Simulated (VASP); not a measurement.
# Rh (Fm-3m) in VASP: RPA correlation energy with PBE

Aim: the RPA correlation energy of Rh with PBE.

Everything below comes from runs of VASP 6.6.1. Logs are shortened: lines on timing, memory, paths and dates and some standing lists are left out, and cuts for length are marked.

### 1 Starting point

Symmetry: Fm-3m, No. 225, cubic system. The conventional cell has a = 3.779 Å, b = 3.779 Å, c = 3.779 Å, α = 90.00°, β = 90.00°, γ = 90.00°. Around Rh (site symmetry m-3m) lie 12 Rh at 2.67 Å.

### 2 RPA correlation energy, PBE

Input file POSCAR:

```
Rh
1.0
    0.0000000000      1.8896100000      1.8896100000
    1.8896100000      0.0000000000      1.8896100000
    1.8896100000      1.8896100000      0.0000000000
Rh
1
Direct
    0.0000000000      0.0000000000      0.0000000000
```

Input file INCAR.step1:

```
SYSTEM = Rh
PREC = Accurate
ENCUT = 450
EDIFF = 1E-8
ISMEAR = 0
SIGMA = 0.05
LREAL = .False.
LASPH = .True.
NELM = 60
ALGO = Normal
LWAVE = .True.
LCHARG = .False.
GGA = PE
```

Input file INCAR.step2:

```
SYSTEM = Rh
PREC = Accurate
ENCUT = 450
EDIFF = 1E-8
ISMEAR = 0
SIGMA = 0.05
LREAL = .False.
LASPH = .True.
NELM = 1
ALGO = EIGENVAL
LWAVE = .False.
LCHARG = .False.
GGA = PE
LHFCALC = .True.
AEXX = 1.0
ALDAC = 0.0
AGGAC = 0.0
ISTART = 1
PRECFOCK = Fast
```

Input file INCAR.step3:

```
SYSTEM = Rh
PREC = Accurate
ENCUT = 450
EDIFF = 1E-8
ISMEAR = 0
SIGMA = 0.05
LREAL = .False.
LASPH = .True.
NELM = 1
ALGO = Exact
LWAVE = .True.
LCHARG = .False.
GGA = PE
NBANDS = 303
LOPTICS = .True.
ISTART = 1
```

Input file INCAR.step4:

```
SYSTEM = Rh
PREC = Accurate
ENCUT = 450
EDIFF = 1E-8
ISMEAR = 0
SIGMA = 0.05
LREAL = .False.
LASPH = .True.
NELM = 60
ALGO = ACFDT
LWAVE = .False.
LCHARG = .False.
GGA = PE
NBANDS = 303
ENCUTGW = 250
NOMEGA = 12
ISTART = 1
PRECFOCK = Fast
```

Input file KPOINTS:

```
Automatic mesh
0
Gamma
  8 8 8
  0 0 0
```

Potentials or basis: VASP PAW PBE potentials, release 64 (Rh_GW).

On the command line:

```sh
cat potpaw_PBE.64/Rh_GW/POTCAR > POTCAR
cp INCAR.step1 INCAR
mpirun -np 1 vasp_std > vasp.out
cp INCAR.step2 INCAR
mpirun -np 1 vasp_std > vasp.out
cp INCAR.step3 INCAR
mpirun -np 1 vasp_std > vasp.out
cp INCAR.step4 INCAR
mpirun -np 1 vasp_std > vasp.out
```

OUTCAR:

```text
SYSTEM = Rh
   PREC = Accurate
   ENCUT = 450
   EDIFF = 1E-8
   ISMEAR = 0
   LREAL = .False.
   LASPH = .True.
   NELM = 60
   GGA = PE
   ENCUTGW = 250
   ISTART = 1
   PRECFOCK = Fast

 ion  position               nearest neighbor table
   1  0.000  0.000  0.000-

  LATTYP: Found a face centered cubic cell.
 ALAT       =     3.7792200000

  Lattice vectors:

 A1 = (   0.0000000000,   1.8896100000,   1.8896100000)
 A2 = (   1.8896100000,   0.0000000000,   1.8896100000)
 A3 = (   1.8896100000,   1.8896100000,   0.0000000000)

Analysis of symmetry for initial positions (statically):
=====================================================================
 Subroutine PRICEL returns:
 Original cell was already a primitive cell.

 Routine SETGRP: Setting up the symmetry group for a
 face centered cubic supercell.

 Subroutine GETGRP returns: Found 48 space group operations
 (whereof 48 operations were pure point group operations)
 out of a pool of 48 trial point group operations.

The static configuration has the point symmetry O_h .

Analysis of symmetry for dynamics (positions and initial velocities):
=====================================================================
 Subroutine PRICEL returns:
 Original cell was already a primitive cell.

 Routine SETGRP: Setting up the symmetry group for a
 face centered cubic supercell.

 Subroutine GETGRP returns: Found 48 space group operations
 (whereof 48 operations were pure point group operations)
 out of a pool of 48 trial point group operations.

The dynamic configuration has the point symmetry O_h .

 Subroutine INISYM returns: Found 48 space group operations
 (whereof 48 operations are pure point group operations),
 and found     1 'primitive' translations

----------------------------------------------------------------------------------------

                                     Primitive cell

  volume of cell :      13.4942

  direct lattice vectors                    reciprocal lattice vectors
     0.000000000  1.889610000  1.889610000    -0.264604866  0.264604866  0.264604866
     1.889610000  0.000000000  1.889610000     0.264604866 -0.264604866  0.264604866
     1.889610000  1.889610000  0.000000000     0.264604866  0.264604866 -0.264604866

  length of vectors
     2.672312090  2.672312090  2.672312090     0.458309071  0.458309071  0.458309071

  position of ions in fractional coordinates (direct lattice)
     0.000000000  0.000000000  0.000000000

  ion indices of the primitive-cell ions
   primitive index   ion index
                 1           1

----------------------------------------------------------------------------------------

 KPOINTS: Automatic mesh

Automatic generation of k-mesh.
 Grid dimensions read from file:
 generate k-points for:    8    8    8

 Generating k-lattice:

  Cartesian coordinates                     Fractional coordinates (reciprocal lattice)
    -0.033075608  0.033075608  0.033075608     0.125000000  0.000000000  0.000000000
     0.033075608 -0.033075608  0.033075608     0.000000000  0.125000000  0.000000000
     0.033075608  0.033075608 -0.033075608     0.000000000  0.000000000  0.125000000

  Length of vectors
     0.057288634  0.057288634  0.057288634

  Shift w.r.t. Gamma in fractional coordinates (k-lattice)
     0.000000000  0.000000000  0.000000000

 Subroutine IBZKPT returns following result:
 ===========================================

 Found     29 irreducible k-points:

 Following reciprocal coordinates:
            Coordinates               Weight
  0.000000  0.000000  0.000000      1.000000
  0.125000  0.000000  0.000000      8.000000
  0.250000  0.000000  0.000000      8.000000
  0.375000  0.000000  0.000000      8.000000
  0.500000  0.000000  0.000000      4.000000
  0.125000  0.125000  0.000000      6.000000
  0.250000  0.125000  0.000000     24.000000
  0.375000  0.125000  0.000000     24.000000
  0.500000  0.125000  0.000000     24.000000
 -0.375000  0.125000  0.000000     24.000000
 -0.250000  0.125000  0.000000     24.000000
 -0.125000  0.125000  0.000000     12.000000
  0.250000  0.250000  0.000000      6.000000
  0.375000  0.250000  0.000000     24.000000
  0.500000  0.250000  0.000000     24.000000
 -0.375000  0.250000  0.000000     24.000000
 -0.250000  0.250000  0.000000     12.000000
  0.375000  0.375000  0.000000      6.000000
  0.500000  0.375000  0.000000     24.000000
 -0.375000  0.375000  0.000000     12.000000
  0.500000  0.500000  0.000000      3.000000
  0.375000  0.250000  0.125000     24.000000
  0.500000  0.250000  0.125000     48.000000
 -0.375000  0.250000  0.125000     24.000000
 [... further k-points ...]
   k-points           NKPTS =     29   k-points in BZ     NKDIM =    512   number of bands    NBANDS=    303
   number of dos      NEDOS =    301   number of ions     NIONS =      1
   total plane-waves  NPLWV =   5832
   dimension x,y,z NGX =    18 NGY =   18 NGZ =   18
   dimension x,y,z NGXF=    36 NGYF=   36 NGZF=   36
   ions per type =               1
   NGX,Y,Z   is equivalent  to a cutoff of  11.20, 11.20, 11.20 a.u.
   NGXF,Y,Z  is equivalent  to a cutoff of  22.40, 22.40, 22.40 a.u.
 SYSTEM =  Rh
   PREC   = accura    normal or accurate (medium, high low for compatibility)
   ISTART =      1    job   : 0-new  1-cont  2-samecut
   ICHARG =      0    charge: 1-file 2-atom 10-const
   ISPIN  =      1    spin polarized calculation?
   LNONCOLLINEAR =      F non collinear calculations
   LSORBIT =      F    spin-orbit coupling
   LASPH  =      T    aspherical Exc in radial PAW
   ENCUT  =  450.0 eV  33.07 Ry    5.75 a.u.   4.62  4.62  4.62*2*pi/ulx,y,z
   NELM   =     60;   NELMIN=  2; NELMDL=  0     # of ELM steps
   EDIFF  = 0.1E-07   stopping-criterion for ELM
   LREAL  =      F    real-space projection
   EDIFFG = 0.1E-06   stopping-criterion for IOM
   NSW    =      0    number of steps for IOM
   IBRION =     -1    ionic relax: 0-MD 1-quasi-New 2-CG
   NFREE  =      0    steps in history (QN), initial steepest desc. (CG)
   ISIF   =      0    stress and relaxation
   ISYM   =      3    0-nonsym 1-usesym 2-fastsym
   POTIM  = 0.5000    time-step for ionic-motion
   TEBEG  =    0.0;   TEEND  =   0.0 temperature during run
   PSTRESS=    0.0 pullay stress
   NELECT =       9.0000    total number of electrons
   NUPDOWN=      -1.0000    fix difference up-down
   EMIN   =  10.00;   EMAX   =-10.00  energy-range for DOS
   EFERMI =   0.00;   METHOD = LEGACY
   ISMEAR =     0;   SIGMA  =   0.05  broadening in eV -4-tet -1-fermi 0-gaus
   EFERMI_NEDOS =   21; number of points for ismear=-14 and -15
   IALGO  =     38    algorithm
   IMIX   =      4    mixing-type and parameters
     AMIX     =   0.40;   BMIX     =  1.00
     AMIX_MAG =   1.60;   BMIX_MAG =  1.00
  volume/ion in A,a.u.               =      13.49        91.06
  Fermi-wavevector in a.u.,A,eV,Ry     =   1.430343  2.702956 27.835897  2.045881
  Thomas-Fermi vector in A             =   2.550198
   LORBIT       =      0    0 simple, 1 ext, 2 COOP (PROOUT), +10 PAW based schemes
   GGA     = PE    functional components
   LHFCALC =     T    Hartree Fock is set to
   PRECFOCK=fast      Normal, Fast or Accurate (Low or Medium for compatibility)
   ENCUT4O =  -1.0   cutoff for four orbital integrals eV
   NKREDX  =     1    reduce k-point grid by
   NKREDY  =     1    reduce k-point grid by
   NKREDZ  =     1    reduce k-point grid by
   AEXX    =    1.0000 exact exchange contribution
   HFSCREEN=    0.0000 screening length (either q_TF or 0.3 A-1)
   HFSCREENC=   0.0000 screening length for correlation (either q_TF or 0.3 A-1)
   ENCUTFOCK=  -1.0 apply spherical cutoff to Coloumb kernel
   IVDW    =     0    specifies the selected vdW correction
   LEPSILON=     F    determine dielectric tensor
   LRPA    =     F    only Hartree local field effects (RPA)
   LRPAFORCE           =     F    calculate RPA forces
   ENCUTGW             = 250.0    cutoff for response function in eV
   ENCUTGWSOFT         = 200.0    soft cutoff for Coulomb kernel in GW response function in eV
   ENCUTLF             =  -1.0    cutoff for local field effects
   NELMGW              =     1    number of iterations in solving QP/BSE equation
   NELMHF              =     1    number of iterations in the inner HF iteration
   NKREDLFX            =     1    NKREDLFY  =   1   NKREDLFZ  =   1
 non-spin polarized calculation
 Gauss-broadening in eV      SIGMA  =   0.05
  energy-cutoff  :      450.00
  volume of cell :       13.49
 maximum number of plane-waves:       303
  NGX = 12; NGY = 12; NGZ = 12
   NGX =  9   NGY =  9   NGZ =  9
 maximum number of plane-waves:       127

      cutoff energy     smooth cutoff   RPA   correlation   Hartree contr. to MP2
---------------------------------------------------------------------------------
            250.000           200.000      -17.8908591357      -83.8641588613
            238.095           190.476      -17.8562913455      -83.8245534492
            226.757           181.406      -17.8193496469      -83.7820802175
            215.959           172.768      -17.7801672721      -83.7371244916
            205.676           164.541      -17.7385151994      -83.6896773118
            195.882           156.705      -17.6943579602      -83.6397870857
            186.554           149.243      -17.6473922466      -83.5870455033
            177.670           142.136      -17.5973972588      -83.5309645816
  linear regression
  converged value                          -18.3276617437      -84.3595818537
```

Wall time 37 min (1 thread of AMD EPYC 7R13 (Zen 3), shared host); peak memory 0.96 GiB.

Results:

| Property | Result |
| --- | --- |
| Band gap on the k mesh, mean-field level | none (metal or under the smearing width) |
| RPA correlation energy | -18.328 eV/atom |
| RPA total energy per cell | -31.027 eV |
| RPA correlation energy per cell | -18.328 eV |

Caveat: the ground state has no gap, which makes the many-body step unreliable.
